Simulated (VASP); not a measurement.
# PtS2 (P-3m1) in VASP: a series of runs

Runs on PtS2. Level: PBE. Tasks: dielectric tensor.

Program: VASP 6.6.1. These are calculated values, not measurements. Logs are shortened: lines on timing, memory, paths and dates and some standing lists are left out, and cuts for length are marked.

## 1. Starting point

It takes space group P-3m1 (No. 164, trigonal). Conventional cell: a = 3.543 Å, b = 3.543 Å, c = 5.039 Å, α = 90.00°, β = 90.00°, γ = 120.00°. Pt (site symmetry -3m) has 6 S at 2.34 Å as nearest neighbours. S (site symmetry 3m) has 3 Pt at 2.34 Å as nearest neighbours.

## 2. Dielectric tensor, PBE

File INCAR:

```
  PREC = Accurate
  ENCUT = 800
  EDIFF = 1E-8
  ISMEAR = 0
  SIGMA = 0.01
  LREAL = False
  LASPH = True
  NELM = 100
  ALGO = Normal
  ISIF = 2
  LWAVE = False
  LCHARG = False
  GGA = PE
  LEPSILON = True
```

File KPOINTS:

```
regular mesh
0
Gamma
  13 13 8
```

File POSCAR:

```
PtS2
1.0
    3.5432000000      0.0000000000      0.0000000000
   -1.7716000000      3.0685012107      0.0000000000
    0.0000000000      0.0000000000      5.0388000000
Pt S
1 2
Direct
    0.0000000000      0.0000000000      0.0000000000
    0.6666666667      0.3333333333      0.7730000000
    0.3333333333      0.6666666667      0.2270000000
```

Potentials or basis: VASP PAW PBE potentials, release 64 (Pt, S).

The run is started by

```sh
$ cat potpaw_PBE.64/Pt/POTCAR potpaw_PBE.64/S/POTCAR > POTCAR
$ mpirun -np 1 vasp_std > vasp.out
```

OUTCAR:

```text
PREC = Accurate
   ENCUT = 800
   EDIFF = 1E-8
   ISMEAR = 0
   LREAL = False
   LASPH = True
   NELM = 100
   ISIF = 2
   GGA = PE
   LEPSILON = True

 ion  position               nearest neighbor table
   1  0.000  0.000  0.000-   2 2.34   3 2.34   2 2.34   3 2.34   2 2.34   3 2.34
   2  0.667  0.333  0.773-   1 2.34   1 2.34   1 2.34
   3  0.333  0.667  0.227-   1 2.34   1 2.34   1 2.34

  LATTYP: Found a hexagonal cell.
 ALAT       =     3.5432000000
 C/A-ratio  =     1.4221043125

  Lattice vectors:

 A1 = (   3.5432000000,   0.0000000000,   0.0000000000)
 A2 = (  -1.7716000000,   3.0685012107,   0.0000000000)
 A3 = (   0.0000000000,   0.0000000000,   5.0388000000)

Analysis of symmetry for initial positions (statically):
=====================================================================
 Subroutine PRICEL returns:
 Original cell was already a primitive cell.

 Routine SETGRP: Setting up the symmetry group for a
 hexagonal supercell.

 Subroutine GETGRP returns: Found 12 space group operations
 (whereof 12 operations were pure point group operations)
 out of a pool of 24 trial point group operations.

The static configuration has the point symmetry D_3d.

Analysis of symmetry for dynamics (positions and initial velocities):
=====================================================================
 Subroutine PRICEL returns:
 Original cell was already a primitive cell.

 Routine SETGRP: Setting up the symmetry group for a
 hexagonal supercell.

 Subroutine GETGRP returns: Found 12 space group operations
 (whereof 12 operations were pure point group operations)
 out of a pool of 24 trial point group operations.

The dynamic configuration has the point symmetry D_3d.

 Subroutine INISYM returns: Found 12 space group operations
 (whereof 12 operations are pure point group operations),
 and found     1 'primitive' translations

----------------------------------------------------------------------------------------

                                     Primitive cell

  volume of cell :      54.7834

  direct lattice vectors                    reciprocal lattice vectors
     3.543200000  0.000000000  0.000000000     0.282230752  0.162946001  0.000000000
    -1.771600000  3.068501211  0.000000000     0.000000000  0.325892001  0.000000000
[... 591 lines left out ...]
      1.77160      1.02283      3.89499         0.000000     -0.000000     -1.212186
     -0.00000      2.04567      1.14381        -0.000000      0.000000      1.212186
 -----------------------------------------------------------------------------------
    total drift:                                0.000000     -0.000000     -0.000000

  FREE ENERGIE OF THE ION-ELECTRON SYSTEM (eV)
  ---------------------------------------------------
  free  energy   TOTEN  =       -15.2720087798 eV

  energy  without entropy=      -15.2720087798  energy(sigma->0) =      -15.27200878

 HEAD OF MICROSCOPIC STATIC DIELECTRIC TENSOR (INDEPENDENT PARTICLE, excluding Hartree and local field effects)
 ------------------------------------------------------
          19.470967     0.000000     0.000000
           0.000000    19.470967     0.000000
           0.000000     0.000000    12.180907
 ------------------------------------------------------

 Free energy of the ion-electron system (eV)
  ---------------------------------------------------
  ---------------------------------------------------
  free energy    TOTEN  =        -2.82252971 eV

  energy without entropy =       -2.82252971

------------------------ aborting loop because EDIFF is reached ----------------------------------------

--------------------------------------- Ionic step        2  -------------------------------------------

------------------------ aborting loop because EDIFF is reached ----------------------------------------

--------------------------------------- Ionic step        3  -------------------------------------------

 Free energy of the ion-electron system (eV)
  ---------------------------------------------------
  ---------------------------------------------------
  free energy    TOTEN  =        -1.32175638 eV

  energy without entropy =       -1.32175638

------------------------ aborting loop because EDIFF is reached ----------------------------------------

 PIEZOELECTRIC TENSOR FIELD DIRECTION 3  (e Angst)
 -----------------------------------------------------------------------------
     0.00477  0.00000  0.00000           (  0.00007  0.00000  0.00000)
     0.00000  0.00477  0.00000           (  0.00000  0.00007  0.00000)
     0.00000  0.00000 -0.01763           (  0.00000  0.00000 -0.00001)

 PIEZOELECTRIC TENSOR FIELD DIRECTION 3  (C/m^2)
 -----------------------------------------------------------------------------
     0.00140  0.00000  0.00000
     0.00000  0.00140  0.00000
     0.00000  0.00000 -0.00516

 MACROSCOPIC STATIC DIELECTRIC TENSOR (including local field effects in DFT)
 ------------------------------------------------------
          18.243134     0.000000     0.000000
           0.000000    18.243134     0.000000
          -0.000000    -0.000000     9.311931
 ------------------------------------------------------

 PIEZOELECTRIC TENSOR (including local field effects)  for field in x, y, z        (e  Angst)
          XX          YY          ZZ          XY          YZ          ZX
  --------------------------------------------------------------------------------
  x     0.00000     0.00000     0.00000     0.00000     0.00000     0.00000
  y     0.00000     0.00000     0.00000     0.00000     0.00000     0.00000
  z     0.00000     0.00000     0.00000     0.00000     0.00000     0.00000

 PIEZOELECTRIC TENSOR (including local field effects)  for field in x, y, z        (C/m^2)
          XX          YY          ZZ          XY          YZ          ZX
  --------------------------------------------------------------------------------
  x     0.00000     0.00000     0.00000     0.00000     0.00000     0.00000
  y     0.00000     0.00000     0.00000     0.00000     0.00000     0.00000
  z     0.00000     0.00000     0.00000     0.00000     0.00000     0.00000

 BORN EFFECTIVE CHARGES (including local field effects) (in |e|, cummulative output)
 ---------------------------------------------------------------------------------
 ion    1
    1     2.92308     0.00000     0.00000
    2     0.00000     2.92308    -0.00000
    3     0.00000     0.00000    -0.58793
 ion    2
    1    -1.46154     0.00000     0.00000
    2     0.00000    -1.46154    -0.00000
    3    -0.00000     0.00000     0.29396
 ion    3
    1    -1.46154     0.00000     0.00000
    2     0.00000    -1.46154    -0.00000
    3     0.00000     0.00000     0.29396
```

Wall time 34 min (1 thread of Intel Xeon Platinum 8488C (Sapphire Rapids), shared host); peak memory 1.4 GiB.

What came out:

| Property | Result |
| --- | --- |
| Band gap on the k mesh | 0.79 eV, indirect (least direct gap 1.04 eV) |
| Electronic dielectric tensor (diagonal) | 18.24, 18.24, 9.31 |
| Born charges (mean of the diagonal) | Pt +1.75; S -0.88 e |

Electronic dielectric tensor:
```
18.24  0.00  0.00
 0.00 18.24  0.00
 0.00  0.00  9.31
```

Born effective charge tensors (e):
atom 1, Pt
```
 2.92  0.00  0.00
 0.00  2.92  0.00
 0.00  0.00 -0.59
```
atom 2, S
```
-1.46  0.00  0.00
 0.00 -1.46  0.00
 0.00  0.00  0.29
```
atom 3, S
```
-1.46  0.00  0.00
 0.00 -1.46  0.00
 0.00  0.00  0.29
```

Caveat: spin-orbit coupling is left out, which moves the levels of the heavy elements; an odd mesh through Γ misses points on the zone boundary, where band edges often lie.

## 3. Dielectric tensor, PBE

Changes to INCAR since step 2:

```diff
@@ -1,3 +1,3 @@
   PREC = Accurate
-  ENCUT = 800
+  ENCUT = 650
   EDIFF = 1E-8
```

File KPOINTS:

```
regular mesh
0
Gamma
  10 10 6
```

POSCAR is that of step 2.

Potentials or basis: VASP PAW PBE potentials, release 64 (Pt, S).

The run is started by

```sh
$ cat potpaw_PBE.64/Pt/POTCAR potpaw_PBE.64/S/POTCAR > POTCAR
$ mpirun -np 1 vasp_std > vasp.out
```

OUTCAR:

```text
PREC = Accurate
   ENCUT = 650
   EDIFF = 1E-8
   ISMEAR = 0
   LREAL = False
   LASPH = True
   NELM = 100
   ISIF = 2
   GGA = PE
   LEPSILON = True

 Found     72 irreducible k-points:

 Following reciprocal coordinates:
            Coordinates               Weight
  0.000000  0.000000  0.000000      1.000000
  0.100000  0.000000  0.000000      6.000000
  0.200000  0.000000  0.000000      6.000000
  0.300000  0.000000  0.000000      6.000000
  0.400000  0.000000  0.000000      6.000000
  0.500000  0.000000  0.000000      3.000000
   k-points           NKPTS =     72   k-points in BZ     NKDIM =     72   number of bands    NBANDS=     15
   number of dos      NEDOS =    301   number of ions     NIONS =      3
   total plane-waves  NPLWV =  37800
   dimension x,y,z NGX =    30 NGY =   30 NGZ =   42
   dimension x,y,z NGXF=    60 NGYF=   60 NGZF=   84
   ions per type =               1   2
   NGX,Y,Z   is equivalent  to a cutoff of  14.08, 14.08, 13.86 a.u.
   NGXF,Y,Z  is equivalent  to a cutoff of  28.15, 28.15, 27.71 a.u.
 SYSTEM =  unknown system
   PREC   = accura    normal or accurate (medium, high low for compatibility)
   ISTART =      0    job   : 0-new  1-cont  2-samecut
   ICHARG =      2    charge: 1-file 2-atom 10-const
   ISPIN  =      1    spin polarized calculation?
   LNONCOLLINEAR =      F non collinear calculations
   LSORBIT =      F    spin-orbit coupling
   LASPH  =      T    aspherical Exc in radial PAW
   ENCUT  =  650.0 eV  47.77 Ry    6.91 a.u.   7.37  7.37 10.47*2*pi/ulx,y,z
   NELM   =    100;   NELMIN=  2; NELMDL= -5     # of ELM steps
   EDIFF  = 0.1E-07   stopping-criterion for ELM
   LREAL  =      F    real-space projection
   EDIFFG = 0.1E-06   stopping-criterion for IOM
   NSW    =      0    number of steps for IOM
   IBRION =     -1    ionic relax: 0-MD 1-quasi-New 2-CG
   NFREE  =      0    steps in history (QN), initial steepest desc. (CG)
   ISIF   =      2    stress and relaxation
   ISYM   =      2    0-nonsym 1-usesym 2-fastsym
   POTIM  = 0.5000    time-step for ionic-motion
   TEBEG  =    0.0;   TEEND  =   0.0 temperature during run
   PSTRESS=    0.0 pullay stress
   NELECT =      22.0000    total number of electrons
   NUPDOWN=      -1.0000    fix difference up-down
   EMIN   =  10.00;   EMAX   =-10.00  energy-range for DOS
   EFERMI =   0.00;   METHOD = LEGACY
   ISMEAR =     0;   SIGMA  =   0.01  broadening in eV -4-tet -1-fermi 0-gaus
   EFERMI_NEDOS =   21; number of points for ismear=-14 and -15
   IALGO  =     38    algorithm
   IMIX   =      4    mixing-type and parameters
     AMIX     =   0.40;   BMIX     =  1.00
     AMIX_MAG =   1.60;   BMIX_MAG =  1.00
  volume/ion in A,a.u.               =      18.26       123.23
  Fermi-wavevector in a.u.,A,eV,Ry     =   1.207812  2.282434 19.848315  1.458810
  Thomas-Fermi vector in A             =   2.343439
   LORBIT       =      0    0 simple, 1 ext, 2 COOP (PROOUT), +10 PAW based schemes
   GGA     = PE    functional components
   LHFCALC =     F    Hartree Fock is set to
   AEXX    =    0.0000 exact exchange contribution
   IVDW    =     0    specifies the selected vdW correction
   LEPSILON=     T    determine dielectric tensor
   LRPA    =     F    only Hartree local field effects (RPA)
[... 131 lines left out ...]
  --------------------------------------------------------------------------------------
  -------------------------------------------------------------------------------------
  Total        3.9826824      3.9826824      3.4769530      0.0000000     -0.0000000      0.0000000
  in kB      116.4761944    116.4761944    101.6858021      0.0000000     -0.0000000      0.0000000
  external PRESSURE =     111.5460637 kB  Pullay stress =       0.0000000 kB

 VOLUME and BASIS-vectors are now :
 -----------------------------------------------------------------------------
  energy-cutoff  :      650.00
  volume of cell :       54.78
      direct lattice vectors                 reciprocal lattice vectors
     3.543200000  0.000000000  0.000000000     0.282230752  0.162946001  0.000000000
    -1.771600000  3.068501211  0.000000000     0.000000000  0.325892001  0.000000000
     0.000000000  0.000000000  5.038800000     0.000000000  0.000000000  0.198459951

 POSITION                                       TOTAL-FORCE (eV/Angst)
 -----------------------------------------------------------------------------------
      0.00000      0.00000      0.00000         0.000000      0.000000     -0.000000
      1.77160      1.02283      3.89499        -0.000000      0.000000     -1.212562
     -0.00000      2.04567      1.14381         0.000000     -0.000000      1.212562
 -----------------------------------------------------------------------------------
    total drift:                                0.000000     -0.000000      0.000000

  FREE ENERGIE OF THE ION-ELECTRON SYSTEM (eV)
  ---------------------------------------------------
  free  energy   TOTEN  =       -15.2721117352 eV

  energy  without entropy=      -15.2721117352  energy(sigma->0) =      -15.27211174

 HEAD OF MICROSCOPIC STATIC DIELECTRIC TENSOR (INDEPENDENT PARTICLE, excluding Hartree and local field effects)
 ------------------------------------------------------
          19.592146     0.000000     0.000000
          -0.000000    19.592146     0.000000
           0.000000     0.000000    12.083103
 ------------------------------------------------------

 Free energy of the ion-electron system (eV)
  ---------------------------------------------------
  ---------------------------------------------------
  free energy    TOTEN  =        -2.83964111 eV

  energy without entropy =       -2.83964111

------------------------ aborting loop because EDIFF is reached ----------------------------------------

--------------------------------------- Ionic step        2  -------------------------------------------

------------------------ aborting loop because EDIFF is reached ----------------------------------------

--------------------------------------- Ionic step        3  -------------------------------------------

 Free energy of the ion-electron system (eV)
  ---------------------------------------------------
  ---------------------------------------------------
  free energy    TOTEN  =        -1.30627115 eV

  energy without entropy =       -1.30627115

------------------------ aborting loop because EDIFF is reached ----------------------------------------

 PIEZOELECTRIC TENSOR FIELD DIRECTION 3  (e Angst)
 -----------------------------------------------------------------------------
     0.00560  0.00000  0.00000           (  0.00007  0.00000  0.00000)
     0.00000  0.00560  0.00000           (  0.00000  0.00007  0.00000)
     0.00000  0.00000 -0.01692           (  0.00000  0.00000 -0.00000)

 PIEZOELECTRIC TENSOR FIELD DIRECTION 3  (C/m^2)
 -----------------------------------------------------------------------------
     0.00164  0.00000  0.00000
     0.00000  0.00164  0.00000
     0.00000  0.00000 -0.00495

 MACROSCOPIC STATIC DIELECTRIC TENSOR (including local field effects in DFT)
 ------------------------------------------------------
          18.363923     0.000000     0.000000
           0.000000    18.363923     0.000000
           0.000000    -0.000000     9.213097
 ------------------------------------------------------

 PIEZOELECTRIC TENSOR (including local field effects)  for field in x, y, z        (e  Angst)
          XX          YY          ZZ          XY          YZ          ZX
  --------------------------------------------------------------------------------
  x     0.00000     0.00000     0.00000     0.00000     0.00000     0.00000
  y     0.00000     0.00000     0.00000     0.00000     0.00000     0.00000
  z     0.00000     0.00000     0.00000     0.00000     0.00000     0.00000

 PIEZOELECTRIC TENSOR (including local field effects)  for field in x, y, z        (C/m^2)
          XX          YY          ZZ          XY          YZ          ZX
  --------------------------------------------------------------------------------
  x     0.00000     0.00000     0.00000     0.00000     0.00000     0.00000
  y     0.00000     0.00000     0.00000     0.00000     0.00000     0.00000
  z     0.00000     0.00000     0.00000     0.00000     0.00000     0.00000

 BORN EFFECTIVE CHARGES (including local field effects) (in |e|, cummulative output)
 ---------------------------------------------------------------------------------
 ion    1
    1     2.93006     0.00000     0.00000
    2     0.00000     2.93006     0.00000
    3     0.00000     0.00000    -0.58850
 ion    2
    1    -1.46503     0.00000     0.00000
    2     0.00000    -1.46503     0.00000
    3     0.00000     0.00000     0.29425
 ion    3
    1    -1.46503     0.00000     0.00000
    2     0.00000    -1.46503     0.00000
    3     0.00000     0.00000     0.29425
```

OSZICAR:

```text
N       E                     dE             d eps       ncg     rms          rms(c)
[... 12 lines left out ...]
RMM:   7    -0.130584621743E+01   -0.20097E-02   -0.16226E-04  3561   0.756E-02    0.231E-02
RMM:   8    -0.130584280786E+01    0.34096E-05   -0.70009E-06  3607   0.197E-02    0.102E-02
RMM:   9    -0.130627757845E+01   -0.43477E-03    0.39222E-07  3560   0.994E-03    0.245E-03
RMM:  10    -0.130625297686E+01    0.24602E-04    0.52109E-06  3761   0.200E-03    0.939E-04
RMM:  11    -0.130625847167E+01   -0.54948E-05    0.32617E-06  3655   0.762E-04    0.451E-04
RMM:  12    -0.130627362389E+01   -0.15152E-04    0.94801E-07  3562   0.561E-04    0.135E-04
RMM:  13    -0.130627085302E+01    0.27709E-05    0.60825E-08  2790   0.118E-04    0.337E-05
RMM:  14    -0.130627128987E+01   -0.43685E-06    0.38125E-09  1755   0.779E-05    0.117E-05
RMM:  15    -0.130627114641E+01    0.14346E-06   -0.15490E-08  1127   0.656E-05    0.281E-06
```

stdout:

```text
POSCAR found type information on POSCAR PtS
 POSCAR found :  2 types and       3 ions
 scaLAPACK will be used
 LDA part: xc-table for (Slater+PW92), standard interpolation
 POSCAR, INCAR and KPOINTS ok, starting setup
 FFT: planning ... GRIDC
 FFT: planning ... GRID_SOFT
 FFT: planning ... GRID
 WAVECAR not read
 entering main loop
 Linear response reoptimize wavefunctions to high precision
 Linear response G [H, r] |phi>, progress :
  Direction:   1
 Linear response G [H, r] |phi>, progress :
  Direction:   2
 Linear response G [H, r] |phi>, progress :
  Direction:   3
 Linear response to external field (no local field effect), progress :
  Direction:   1
 dielectric tensor                  component  1 :    21.052     1.383    -1.209
 Linear response to external field (no local field effect), progress :
  Direction:   2
 dielectric tensor                  component  2 :     1.383    18.132    -1.496
 Linear response to external field (no local field effect), progress :
  Direction:   3
 dielectric tensor                  component  3 :    -1.209    -1.496    12.083
 Linear response to external field, progress :
  Direction:   1
 dielectric tensor                  component  1 :    18.364     0.309     0.602
 Linear response to external field, progress :
  Direction:   2
 dielectric tensor                  component  2 :     0.312    18.364     0.000
 Linear response to external field, progress :
  Direction:   3
 dielectric tensor                  component  3 :    -1.326    -1.478     9.213
 Born effective charges drift removed
```

Run time: 12 min. Hardware: 1 thread of Intel Xeon Platinum 8488C (Sapphire Rapids), shared host; peak memory 0.6 GiB.

These settings aren't checked as converged: the numbers below hold their error.

What came out:

- Band gap on the k mesh: 0.79 eV, indirect (least direct gap 1.20 eV)
- Electronic dielectric tensor (diagonal): 18.36, 18.36, 9.21
- Born charges (mean of the diagonal): Pt +1.76; S -0.88 e

Caveat: spin-orbit coupling is left out, which moves the levels of the heavy elements.

[end of part 1 of 2]
